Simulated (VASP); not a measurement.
# Ru (P6_3/mmc) in VASP: a series of runs

One crystal, Ru, is run at these levels: rev-vdW-DF2; tasks: relaxation of cell and atoms.

All numbers are computed with VASP 6.6.1; they aren't measurements. Logs are shortened: lines on timing, memory, paths and dates and some standing lists are left out, and cuts for length are marked.

## Step 1: The structure

It takes space group P6_3/mmc (No. 194, hexagonal). The conventional cell has a = 2.706 Å, b = 2.706 Å, c = 4.282 Å, α = 90.00°, β = 90.00°, γ = 120.00°. Around Ru (site symmetry -6m2) lie 12 Ru at 2.65 to 2.71 Å.

## Step 2: Relaxation of cell and atoms, rev-vdW-DF2

INCAR

```
  AGGAC = 0.0
  ALGO = Normal
  EDIFF = 1E-6
  EDIFFG = -0.01
  ENCUT = 600
  GGA = MK
  IBRION = 2
  ISIF = 3
  ISMEAR = 1
  LASPH = True
  LCHARG = False
  LREAL = False
  LUSE_VDW = True
  LWAVE = False
  NELM = 80
  NSW = 90
  PARAM1 = 0.1234
  PARAM2 = 0.711357
  PREC = Accurate
  SIGMA = 0.1
  ZAB_VDW = -1.8867
```

KPOINTS

```
k-points
0
Gamma
  15 15 9
```

POSCAR

```
Ru
1.0
    2.7058000000      0.0000000000      0.0000000000
   -1.3529000000      2.3432915400      0.0000000000
    0.0000000000      0.0000000000      4.2819000000
Ru
2
Direct
    0.3333333300      0.6666666700      0.2500000000
    0.6666666700      0.3333333300      0.7500000000
```

Potentials or basis: VASP PAW PBE potentials, release 64 (Ru_pv).

Started as:

```sh
$ cat potpaw_PBE.64/Ru_pv/POTCAR > POTCAR
$ mpirun -np 1 vasp_std > vasp.out
```

OUTCAR:

```text
EDIFF = 1E-6
   EDIFFG = -0.01
   ENCUT = 600
   GGA = MK
   IBRION = 2
   ISIF = 3
   ISMEAR = 1
   LASPH = True
   LREAL = False
   NELM = 80
   NSW = 90
   PREC = Accurate

 ion  position               nearest neighbor table
   1  0.333  0.667  0.250-   2 2.65   2 2.65   2 2.65   2 2.65   2 2.65   2 2.65
   2  0.667  0.333  0.750-   1 2.65   1 2.65   1 2.65   1 2.65   1 2.65   1 2.65

  LATTYP: Found a hexagonal cell.
 ALAT       =     2.7058000000
 C/A-ratio  =     1.5824894671

  Lattice vectors:

 A1 = (   2.7058000000,   0.0000000000,   0.0000000000)
 A2 = (  -1.3529000000,   2.3432915400,   0.0000000000)
 A3 = (   0.0000000000,   0.0000000000,   4.2819000000)

Analysis of symmetry for initial positions (statically):
=====================================================================
 Subroutine PRICEL returns:
 Original cell was already a primitive cell.

 Routine SETGRP: Setting up the symmetry group for a
 hexagonal supercell.

 Subroutine GETGRP returns: Found 24 space group operations
 (whereof 12 operations were pure point group operations)
 out of a pool of 24 trial point group operations.

The static configuration has the point symmetry D_3d.
 The point group associated with its full space group is D_6h.

Analysis of symmetry for dynamics (positions and initial velocities):
=====================================================================
 Subroutine PRICEL returns:
 Original cell was already a primitive cell.

 Routine SETGRP: Setting up the symmetry group for a
 hexagonal supercell.

 Subroutine GETGRP returns: Found 24 space group operations
 (whereof 12 operations were pure point group operations)
 out of a pool of 24 trial point group operations.

The dynamic configuration has the point symmetry D_3d.
 The point group associated with its full space group is D_6h.

 Subroutine INISYM returns: Found 24 space group operations
 (whereof 12 operations are pure point group operations),
 and found     1 'primitive' translations

----------------------------------------------------------------------------------------

                                     Primitive cell

  volume of cell :      27.1493

  direct lattice vectors                    reciprocal lattice vectors
     2.705800000  0.000000000  0.000000000     0.369576465  0.213375072  0.000000000
    -1.352900000  2.343291540  0.000000000     0.000000000  0.426750143  0.000000000
     0.000000000  0.000000000  4.281900000     0.000000000  0.000000000  0.233541185

  length of vectors
     2.705800000  2.705800002  4.281900000     0.426750143  0.426750143  0.233541185

  position of ions in fractional coordinates (direct lattice)
     0.333333330  0.666666670  0.250000000
     0.666666670  0.333333330  0.750000000

  ion indices of the primitive-cell ions
   primitive index   ion index
                 1           1
                 2           2

----------------------------------------------------------------------------------------

 KPOINTS: k-points

Automatic generation of k-mesh.
 Grid dimensions read from file:
 generate k-points for:   15   15    9

 Generating k-lattice:

  Cartesian coordinates                     Fractional coordinates (reciprocal lattice)
     0.024638431  0.014225005  0.000000000     0.066666667  0.000000000  0.000000000
     0.000000000  0.028450010  0.000000000     0.000000000  0.066666667  0.000000000
     0.000000000  0.000000000  0.025949021     0.000000000  0.000000000  0.111111111

  Length of vectors
     0.028450010  0.028450010  0.025949021

  Shift w.r.t. Gamma in fractional coordinates (k-lattice)
     0.000000000  0.000000000  0.000000000

 Subroutine IBZKPT returns following result:
 ===========================================

 Found    135 irreducible k-points:

 Following reciprocal coordinates:
            Coordinates               Weight
  0.000000  0.000000  0.000000      1.000000
  0.066667  0.000000  0.000000      6.000000
  0.133333 -0.000000  0.000000      6.000000
  0.200000  0.000000  0.000000      6.000000
  0.266667 -0.000000  0.000000      6.000000
  0.333333 -0.000000  0.000000      6.000000
[... 16 lines left out ...]
  0.333333  0.200000  0.000000     12.000000
  0.400000  0.200000  0.000000      6.000000
 [... further k-points ...]
   k-points           NKPTS =    135   k-points in BZ     NKDIM =    135   number of bands    NBANDS=     18
   number of dos      NEDOS =    301   number of ions     NIONS =      2
   total plane-waves  NPLWV =  20736
   dimension x,y,z NGX =    24 NGY =   24 NGZ =   36
   dimension x,y,z NGXF=    48 NGYF=   48 NGZF=   72
   ions per type =               2
   NGX,Y,Z   is equivalent  to a cutoff of  14.75, 14.75, 13.98 a.u.
   NGXF,Y,Z  is equivalent  to a cutoff of  29.49, 29.49, 27.95 a.u.
 SYSTEM =  unknown system
   PREC   = accura    normal or accurate (medium, high low for compatibility)
   ISTART =      0    job   : 0-new  1-cont  2-samecut
   ICHARG =      2    charge: 1-file 2-atom 10-const
   ISPIN  =      1    spin polarized calculation?
   LNONCOLLINEAR =      F non collinear calculations
   LSORBIT =      F    spin-orbit coupling
   LASPH  =      T    aspherical Exc in radial PAW
   ENCUT  =  600.0 eV  44.10 Ry    6.64 a.u.   5.40  5.40  8.55*2*pi/ulx,y,z
   NELM   =     80;   NELMIN=  2; NELMDL= -5     # of ELM steps
   EDIFF  = 0.1E-05   stopping-criterion for ELM
   LREAL  =      F    real-space projection
   EDIFFG = -.1E-01   stopping-criterion for IOM
   NSW    =     90    number of steps for IOM
   IBRION =      2    ionic relax: 0-MD 1-quasi-New 2-CG
   NFREE  =      1    steps in history (QN), initial steepest desc. (CG)
   ISIF   =      3    stress and relaxation
   ISYM   =      2    0-nonsym 1-usesym 2-fastsym
   POTIM  = 0.5000    time-step for ionic-motion
   TEBEG  =    0.0;   TEEND  =   0.0 temperature during run
   PSTRESS=    0.0 pullay stress
   NELECT =      28.0000    total number of electrons
   NUPDOWN=      -1.0000    fix difference up-down
   EMIN   =  10.00;   EMAX   =-10.00  energy-range for DOS
   EFERMI =   0.00;   METHOD = LEGACY
   ISMEAR =     1;   SIGMA  =   0.10  broadening in eV -4-tet -1-fermi 0-gaus
   EFERMI_NEDOS =   21; number of points for ismear=-14 and -15
   IALGO  =     38    algorithm
   IMIX   =      4    mixing-type and parameters
     AMIX     =   0.40;   BMIX     =  1.00
     AMIX_MAG =   1.60;   BMIX_MAG =  1.00
  volume/ion in A,a.u.               =      13.57        91.61
  Fermi-wavevector in a.u.,A,eV,Ry     =   1.654022  3.125649 37.222674  2.735789
  Thomas-Fermi vector in A             =   2.742361
   LORBIT       =      0    0 simple, 1 ext, 2 COOP (PROOUT), +10 PAW based schemes
   GGA     = MK    functional components
   LHFCALC =     F    Hartree Fock is set to
   AEXX    =    0.0000 exact exchange contribution
   IVDW_NL    =     1    kernel type
   BPARAM     = 6.3000
   IVDW    =     0    specifies the selected vdW correction
   LEPSILON=     F    determine dielectric tensor
   LRPA    =     F    only Hartree local field effects (RPA)
 conjugate gradient relaxation of ions
 non-spin polarized calculation
 Methfessel and Paxton  Order N= 1 SIGMA  =   0.10
  energy-cutoff  :      600.00
  volume of cell :       27.15
 maximum number of plane-waves:       935
 NGX is ok and might be reduce to    24
   NGX = 11   NGY = 11   NGZ = 17

--------------------------------------- Ionic step        1  -------------------------------------------

 number of electron      28.0000002 magnetization

 Free energy of the ion-electron system (eV)
  ---------------------------------------------------
  ext. energy  EPLUGINS =         0.00000000
  ---------------------------------------------------
  free energy    TOTEN  =       -13.27253308 eV

  energy without entropy =      -13.27097956  energy(sigma->0) =      -13.27201524

------------------------ aborting loop because EDIFF is reached ----------------------------------------

  FORCE on cell =-STRESS in cart. coord.  units (eV):
  Direction    XX          YY          ZZ          XY          YZ          ZX
  --------------------------------------------------------------------------------------
  -------------------------------------------------------------------------------------
  Total       -0.0292515     -0.0292515     -0.0226358      0.0000000      0.0000000      0.0000000
  in kB       -1.7262372     -1.7262372     -1.3358197      0.0000000      0.0000000      0.0000000
  external PRESSURE =      -1.5960980 kB  Pullay stress =       0.0000000 kB
[... 61 lines left out ...]
Total vdW correction in eV:      3.3757081

--------------------------------------- Ionic step        3  -------------------------------------------

 number of electron      28.0000002 magnetization

 Free energy of the ion-electron system (eV)
  ---------------------------------------------------
  ext. energy  EPLUGINS =         0.00000000
  ---------------------------------------------------
  free energy    TOTEN  =       -13.27253758 eV

  energy without entropy =      -13.27098590  energy(sigma->0) =      -13.27202035

 E-fermi :  12.7295     XC(G=0): -14.1819

 val. band max:       12.7230884981   @ k =   0.2667  -0.0000   0.3333
 cond. band min:      12.7304958948   @ k =   0.4667   0.0667   0.2222
 fundamental gap:      0.0074073967
 Fermi energy:        12.7294897748

 k-point     1 :       0.0000    0.0000    0.0000
  band No.  band energies     occupation
      1     -30.8681      2.00000
      2     -29.9361      2.00000
      3     -29.9361      2.00000
      4     -29.7653      2.00000
      5     -29.7653      2.00000
      6     -29.7205      2.00000
[... 10 lines left out ...]
     17      13.9314     -0.00000
     18      14.1023     -0.00000
[... 466 lines left out ...]
      2     -30.4216      2.00000
      3     -30.3070      2.00000
      4     -30.3001      2.00000
      5     -30.0758      2.00000
      6     -30.0546      2.00000
[... 10 lines left out ...]
     17      18.1193      0.00000
     18      19.5473      0.00000

 [... further k-points ...]
[... 5 lines left out ...]
  --------------------------------------------------------------------------------------
  -------------------------------------------------------------------------------------
  Total       -0.0034347     -0.0034347      0.0065934      0.0000000      0.0000000      0.0000000
  in kB       -0.2027822     -0.2027822      0.3892765      0.0000000      0.0000000      0.0000000
  external PRESSURE =      -0.0054293 kB  Pullay stress =       0.0000000 kB
[... 17 lines left out ...]
  FREE ENERGIE OF THE ION-ELECTRON SYSTEM (eV)
  ---------------------------------------------------
  free  energy   TOTEN  =       -13.2725375780 eV

  energy  without entropy=      -13.2709859041  energy(sigma->0) =      -13.27202035

Total vdW correction in eV:      3.3783735

 reached required accuracy - stopping structural energy minimisation
```

Wall time 92 s (1 thread of Intel Xeon Platinum 8488C (Sapphire Rapids), shared host); peak memory 0.36 GiB.

Results:

```yaml
Free_energy: -13.2725 eV
Relaxed_volume: 13.57 Å³/atom
Relaxed_cell: a = 2.705 Å, b = 2.705 Å, c = 4.281 Å, α = 90.00°, β = 90.00°, γ = 120.00°
Space_group_after_relaxing_to_0.05_Å: P6_3/mmc (No. 194)
Energy_gained_by_relaxing: 0.0 meV/atom
Ionic_steps: 3
Pressure_after_relaxing: 0.0 GPa
Band_gap_on_the_k_mesh: none (metal or under the smearing width)
```

Final structure:
```xyz
2
Lattice="2.7054 0.0000 0.0000 -1.3527 2.3429 0.0000 0.0000 0.0000 4.2814" Properties=species:S:1:pos:R:3 pbc="T T T"
Ru    0.0000    1.5619    1.0703
Ru    1.3527    0.7810    3.2110
```

Caveat: the PAW data sets were made with another functional, which shifts forces and pressure a little.

## Step 3: Relaxation of cell and atoms, rev-vdW-DF2

INCAR: that of step 2 with these lines changed.

```diff
@@ -2,4 +2,4 @@
   ALGO = Normal
-  EDIFF = 1E-6
-  EDIFFG = -0.01
+  EDIFF = 1E-7
+  EDIFFG = -0.005
   ENCUT = 600
```

KPOINTS is that of step 2.

POSCAR

```
Ru                                      
1.0
    2.7053652845     -0.0000000000      0.0000000000
   -1.3526826422      2.3429150653      0.0000000000
    0.0000000000      0.0000000000      4.2813676548
  Ru            
     2
Direct
     0.3333333300000021    0.6666666699999979    0.2500000000000000
     0.6666666699999979    0.3333333300000021    0.7500000000000000
```

Potentials or basis: VASP PAW PBE potentials, release 64 (Ru_pv).

Started as:

```sh
$ cat potpaw_PBE.64/Ru_pv/POTCAR > POTCAR
$ mpirun -np 1 vasp_std > vasp.out
```

OUTCAR:

```text
EDIFF = 1E-7
   EDIFFG = -0.005
   ENCUT = 600
   GGA = MK
   IBRION = 2
   ISIF = 3
   ISMEAR = 1
   LASPH = True
   LREAL = False
   NELM = 80
   NSW = 90
   PREC = Accurate

 ion  position               nearest neighbor table
   1  0.333  0.667  0.250-   2 2.65   2 2.65   2 2.65   2 2.65   2 2.65   2 2.65
   2  0.667  0.333  0.750-   1 2.65   1 2.65   1 2.65   1 2.65   1 2.65   1 2.65

  LATTYP: Found a hexagonal cell.
 ALAT       =     2.7053652845
 C/A-ratio  =     1.5825469778

  Lattice vectors:

 A1 = (   2.7053652845,   0.0000000000,   0.0000000000)
 A2 = (  -1.3526826422,   2.3429150653,   0.0000000000)
 A3 = (   0.0000000000,   0.0000000000,   4.2813676548)

Analysis of symmetry for initial positions (statically):
=====================================================================
 Subroutine PRICEL returns:
 Original cell was already a primitive cell.

 Routine SETGRP: Setting up the symmetry group for a
 hexagonal supercell.

 Subroutine GETGRP returns: Found 24 space group operations
 (whereof 12 operations were pure point group operations)
 out of a pool of 24 trial point group operations.

The static configuration has the point symmetry D_3d.
 The point group associated with its full space group is D_6h.

[... 162 lines left out ...]
  free energy    TOTEN  =       -13.27252676 eV

  energy without entropy =      -13.27097485  energy(sigma->0) =      -13.27200946

 E-fermi :  12.7294     XC(G=0): -14.1819

 val. band max:       12.7229687673   @ k =   0.2667   0.0000   0.3333
 cond. band min:      12.7304245689   @ k =   0.4667   0.0667   0.2222
 fundamental gap:      0.0074558017
 Fermi energy:        12.7293724824

 k-point     1 :       0.0000    0.0000    0.0000
  band No.  band energies     occupation
      1     -30.8682      2.00000
      2     -29.9362      2.00000
      3     -29.9362      2.00000
      4     -29.7654      2.00000
      5     -29.7654      2.00000
      6     -29.7207      2.00000
[... 481 lines left out ...]
      5     -30.0760      2.00000
      6     -30.0547      2.00000
[... 10 lines left out ...]
     17      18.1192      0.00000
     18      19.5473      0.00000

 [... further k-points ...]
[... 5 lines left out ...]
  --------------------------------------------------------------------------------------
  -------------------------------------------------------------------------------------
  Total       -0.0005170     -0.0005170      0.0082106     -0.0000000      0.0000000      0.0000000
  in kB       -0.0305245     -0.0305245      0.4847514     -0.0000000      0.0000000      0.0000000
  external PRESSURE =       0.1412341 kB  Pullay stress =       0.0000000 kB

 VOLUME and BASIS-vectors are now :
 -----------------------------------------------------------------------------
  energy-cutoff  :      600.00
  volume of cell :       27.14
      direct lattice vectors                 reciprocal lattice vectors
     2.705365285  0.000000000  0.000000000     0.369635851  0.213409358  0.000000000
    -1.352682642  2.342915065  0.000000000     0.000000000  0.426818716  0.000000000
     0.000000000  0.000000000  4.281367655     0.000000000  0.000000000  0.233570223

 POSITION                                       TOTAL-FORCE (eV/Angst)
 -----------------------------------------------------------------------------------
     -0.00000      1.56194      1.07034         0.000000     -0.000000      0.000000
      1.35268      0.78097      3.21103        -0.000000      0.000000      0.000000
 -----------------------------------------------------------------------------------
    total drift:                               -0.000004      0.000003     -0.000000

  FREE ENERGIE OF THE ION-ELECTRON SYSTEM (eV)
  ---------------------------------------------------
  free  energy   TOTEN  =       -13.2725267574 eV

  energy  without entropy=      -13.2709748519  energy(sigma->0) =      -13.27200946

Total vdW correction in eV:      3.3783715

 reached required accuracy - stopping structural energy minimisation
```

It took 51 s on 1 thread of Intel Xeon Platinum 8488C (Sapphire Rapids), shared host; peak memory 0.36 GiB.

What came out:

- Free energy: -13.2725 eV
- Pressure after relaxing: 0.0 GPa
- Band gap on the k mesh: none (metal or under the smearing width)

Final structure:
```xyz
2
Lattice="2.7054 0.0000 0.0000 -1.3527 2.3429 0.0000 0.0000 0.0000 4.2814" Properties=species:S:1:pos:R:3 pbc="T T T"
Ru    0.0000    1.5619    1.0703
Ru    1.3527    0.7810    3.2110
```

Caveat: the relaxation stopped at its first step, so nothing moved; the PAW data sets were made with another functional, which shifts forces and pressure a little.
